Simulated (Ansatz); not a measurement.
## As: equation of state with PBE

Crystal: As.

```
CELL_PARAMETERS angstrom
1.88080 1.08588 3.51406
-1.88080 1.08588 3.51406
0.00000 -2.17176 3.51406
ATOMIC_POSITIONS crystal
As 0.22600 0.22600 0.22600
As 0.77400 0.77400 0.77400
```

```yaml
Program: Ansatz 0.2.0
Task: equation of state
Functional: PBE
Potentials_or_basis: Ansatz PAW
Cutoff: 420 eV
Density_cutoff: 1680 eV
k_mesh: 9 × 9 × 9
Occupations: fermi-dirac, width 0.05 eV
Spin: no spin polarisation
```

```yaml
Equilibrium_volume: 22.61 Å³/atom
Bulk_modulus_at_fixed_shape_and_positions: 68 GPa
Pressure_derivative_of_the_bulk_modulus: 4.2
```

Energy against volume, from the lowest point:
```
volume (Å³/atom)  energy (meV/atom)
          20.239              63.87
          20.669              41.14
          21.100              23.88
          21.530              11.59
          21.961               3.79
          22.392               0.06
          22.822               0.00
```

All runs of the series together: 8 s on 2 threads of Intel(R) Xeon(R) 6975P-C (Granite Rapids), with other jobs on the host.

Caveat: the cell was scaled at fixed shape and fractional positions, which overstates the stiffness of a crystal with free parameters, most of all of layers and chains.
